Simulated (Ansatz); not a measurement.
# WSe2: a strain scan

This session takes WSe2 and sets out to strain the cell along the Voigt pattern (0, 1, 0, 0, 0, 0).

Method: DFT PBEsol, scalar-relativistic, plane waves, PAW, in Ansatz 0.2.0.

1 further run of the same task is left out (set aside as unsound or not needed). Runs told in other sessions of the task aren't counted.

**1. Starting point**

Symmetry: P-6m2, No. 187, hexagonal system. Conventional cell: a = 3.270 Å, b = 3.270 Å, c = 16.661 Å, α = 90.00°, β = 90.00°, γ = 120.00°. W (site symmetry -6m2) has 6 Se at 2.52 Å in its first shell of neighbours. Se (site symmetry 3m) is surrounded by 3 W at 2.52 Å.

Coordinates:

```cif
data_structure
_symmetry_space_group_name_H-M 'P-6m2'
_symmetry_Int_Tables_number 187
_cell_length_a 3.2703
_cell_length_b 3.2703
_cell_length_c 16.6612
_cell_angle_alpha 90.000
_cell_angle_beta 90.000
_cell_angle_gamma 120.000
_cell_volume 154.31
loop_
_atom_site_label
_atom_site_type_symbol
_atom_site_symmetry_multiplicity
_atom_site_Wyckoff_symbol
_atom_site_fract_x
_atom_site_fract_y
_atom_site_fract_z
_atom_site_occupancy
W1 W 1 a 0.00000 0.00000 0.00000 1
Se1 Se 2 h 0.33333 0.66667 0.10040 1
```

It goes back to an entry of the Materials Project, which need not be the stable form.

It is the result of an earlier relaxation at this level (volume 51.44 Å³/atom; gap on the mesh: 1.69 eV).

**2. Zero of energy**

Reference values: F = -21106.7253 eV; pressure 0.00 GPa; largest force 0.001 eV/Å; gap on the mesh 1.69 eV. It was computed beforehand with the settings of the runs below.

**3. The scan: a strain scan**

The cell is strained by ε times the Voigt pattern (0, 1, 0, 0, 0, 0) (xx, yy, zz, yz, xz, xy; engineering shear), with fractional coordinates fixed (clamped ions). The stress on the pattern is the sum of the stress components weighted by it, tension positive.

**4. ε = -0.0400**

The input, input.yaml:

```yaml
crystal:
  lattice:
    - [3.2702526784, 0.0, 0.0]
    - [-1.6351263392, 2.7188370204, 0.0]
    - [0.0, 0.0, 16.6612169706]
  atoms:
    - { symbol: W, position: [0.0, 0.0, 0.0] }
    - { symbol: Se, position: [0.3333333333, 0.6666666667, 0.1003992721] }
    - { symbol: Se, position: [0.3333333333, 0.6666666667, 0.8996007279] }
basis:
  ecutwfc: 420
kpoints:
  mp_grid: { grid: [12, 12, 2] }
hamiltonian:
  xc: pbesol
scf:
  occupations: { method: gaussian, width: 0.05 }
output:
  forces: true
  stress: true
  eigenvalues: true
```

Run with:

```console
$ ansatz run input.yaml --threads 1 --pin off --max-ram 2560MiB --backend cpu --events-out ev --progress --plain --runs-dir out
```

**5. Point ε = 0.0300**

Edit input.yaml of step 4 so:

```diff
@@ -3,3 +3,3 @@
     - [3.2702526784, 0.0, 0.0]
-    - [-1.6351263392, 2.7188370204, 0.0]
+    - [-1.6351263392, 2.9170855532, 0.0]
     - [0.0, 0.0, 16.6612169706]
```

**6. Point ε = -0.0200**

Edit input.yaml of step 5 so:

```diff
@@ -3,3 +3,3 @@
     - [3.2702526784, 0.0, 0.0]
-    - [-1.6351263392, 2.9170855532, 0.0]
+    - [-1.6351263392, 2.7754794584, 0.0]
     - [0.0, 0.0, 16.6612169706]
```

**7. At ε = 0.0100**

Edit input.yaml of step 6 so:

```diff
@@ -3,3 +3,3 @@
     - [3.2702526784, 0.0, 0.0]
-    - [-1.6351263392, 2.7754794584, 0.0]
+    - [-1.6351263392, 2.8604431153, 0.0]
     - [0.0, 0.0, 16.6612169706]
```

**8. ε = 0.0400**

Edit input.yaml of step 7 so:

```diff
@@ -3,3 +3,3 @@
     - [3.2702526784, 0.0, 0.0]
-    - [-1.6351263392, 2.8604431153, 0.0]
+    - [-1.6351263392, 2.9454067721, 0.0]
     - [0.0, 0.0, 16.6612169706]
```

**9. At ε = -0.0300**

Edit input.yaml of step 8 so:

```diff
@@ -3,3 +3,3 @@
     - [3.2702526784, 0.0, 0.0]
-    - [-1.6351263392, 2.9454067721, 0.0]
+    - [-1.6351263392, 2.7471582394, 0.0]
     - [0.0, 0.0, 16.6612169706]
```

**10. At ε = 0.0200**

Edit input.yaml of step 9 so:

```diff
@@ -3,3 +3,3 @@
     - [3.2702526784, 0.0, 0.0]
-    - [-1.6351263392, 2.7471582394, 0.0]
+    - [-1.6351263392, 2.8887643342, 0.0]
     - [0.0, 0.0, 16.6612169706]
```

**11. ε = -0.0100**

Edit input.yaml of step 10 so:

```diff
@@ -3,3 +3,3 @@
     - [3.2702526784, 0.0, 0.0]
-    - [-1.6351263392, 2.8887643342, 0.0]
+    - [-1.6351263392, 2.8038006773, 0.0]
     - [0.0, 0.0, 16.6612169706]
```

**12. ε = 0.0350**

Edit input.yaml of step 11 so:

```diff
@@ -3,3 +3,3 @@
     - [3.2702526784, 0.0, 0.0]
-    - [-1.6351263392, 2.8038006773, 0.0]
+    - [-1.6351263392, 2.9312461627, 0.0]
     - [0.0, 0.0, 16.6612169706]
```

(Steps that only read results are left out.)

**Question.** What will these runs give? Wanted: slope of the stress at ε = 0, over ±0.0100.

The runs gave:

| quantity | value |
| --- | --- |
| slope of the stress at ε = 0, over ±0.0100 | 95 GPa |

**Reading.** The slope of the stress at zero strain, 95 GPa, estimates C22 with clamped ions in this Cartesian frame; letting the atoms relax could not make it stiffer. No sampled point lies below the undisturbed cell. Compression costs more than tension: 26.9 against 22.3 meV/atom at the ends. The gap on the mesh stays between 1.48 and 1.69 eV. Spin-orbit coupling is left out, which matters for the bands of W. The cell holds empty space of several Å, a single layer or slab in vacuum, so volume, pressure and the long edge depend on that space.
